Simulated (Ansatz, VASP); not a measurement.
## One calculation of Mg, two programs

```
Mg
1.0
     5.07799    0.00000    0.00000
    -2.53899    4.39767    0.00000
     0.00000    0.00000    3.06733
Mg
3
Direct
  0.00000 0.00000 0.00000
  0.33333 0.66667 0.50000
  0.66667 0.33333 0.50000
```

Alike in both runs: functional r2SCAN; k mesh 12 × 12 × 16; occupations gaussian, width 0.1 eV; no spin polarisation.

Ansatz relaxed the structure, and its values are those at the end. VASP's run is a single point on that final structure, the one shown.

|  | VASP | Ansatz |
| --- | --- | --- |
| version | VASP 6.6.1 | Ansatz 0.2.0 |
| potentials or method | VASP PAW PBE potentials, release 64 (Mg) | scalar-relativistic, plane waves, PAW |
| plane-wave cutoff (eV) | 520 | 500 |
| valence electrons in the cell | 6 | 30 |

|  | VASP | Ansatz | Ansatz less VASP |
| --- | --- | --- | --- |
| gap on the k mesh at the Fermi level (eV) | none | none | - |
| pressure (GPa) | -0.3 | 0.0 | +0.26 |

A gap of «none» marks a metal or a gap that the smearing closes. The two sets of potentials don't hold the same shells in valence.

Caveats: the PAW data sets were made with another functional, which shifts forces and pressure a little (VASP).
